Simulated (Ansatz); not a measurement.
# What a change of settings does to a run on AgCl

Structure from Materials Project entry mp-22922 (possibly hypothetical), not relaxed further.

First run: DFT, PBEsol, PAW with Ansatz's default frozen-core files, scalar-relativistic (Ansatz 0.2.0).

Command: `ansatz run input.yaml --threads 1 --pin off --max-ram 2048MiB --backend cpu --events-out ev --progress --plain --runs-dir out` The run took 5.2 s on 1 thread of Intel(R) Xeon(R) Platinum 8259CL CPU @ 2.50GHz (Skylake/Cascade Lake), on a shared host, peak memory 0.41 GiB.

```yaml
crystal:
  lattice:
    - [0.0, 2.7726629968, 2.7726629968]
    - [2.7726629968, 0.0, 2.7726629968]
    - [2.7726629968, 2.7726629968, 0.0]
  atoms:
    - { symbol: Ag, position: [0.0, 0.0, 0.0] }
    - { symbol: Cl, position: [0.5, 0.5, 0.5] }
kpoints:
  mp_grid: { grid: [9, 9, 9] }
  band_path:
    path:
      - [0.0, 0.0, 0.0]
      - [0.5, 0.0, 0.5]
      - [0.625, 0.25, 0.625]
      - [0.375, 0.375, 0.75]
      - [0.0, 0.0, 0.0]
      - [0.5, 0.5, 0.5]
      - [0.5, 0.25, 0.75]
      - [0.5, 0.0, 0.5]
    npoints: 5
scf:
  occupations: { method: fermi_dirac, width: 0.01 }
hamiltonian:
  xc: pbesol
  pseudopotentials: { kind: paw }
output:
  forces: true
  stress: true
  eigenvalues: true
  efg: { contact_densities: true }
```

Result: converged; pressure -2.62 GPa; gap on the k mesh 0.78 eV (the mesh can miss the band edges); 6 SCF iterations.

A second input differs as follows:

```diff
@@ -21,5 +21,6 @@
     npoints: 5
 scf:
-  occupations: { method: fermi_dirac, width: 0.01 }
+  occupations: { method: fixed }
+  max_iter: 60
 hamiltonian:
   xc: pbesol
```

Question: Does the change harm the result?

Answer: Not here: the run converged; energy at zero smearing 0.0 meV/atom from the first run; pressure -2.62 GPa; gap on the k mesh 0.78 eV (the mesh can miss the band edges); 6 SCF iterations, so the odd setting did no harm in this case.
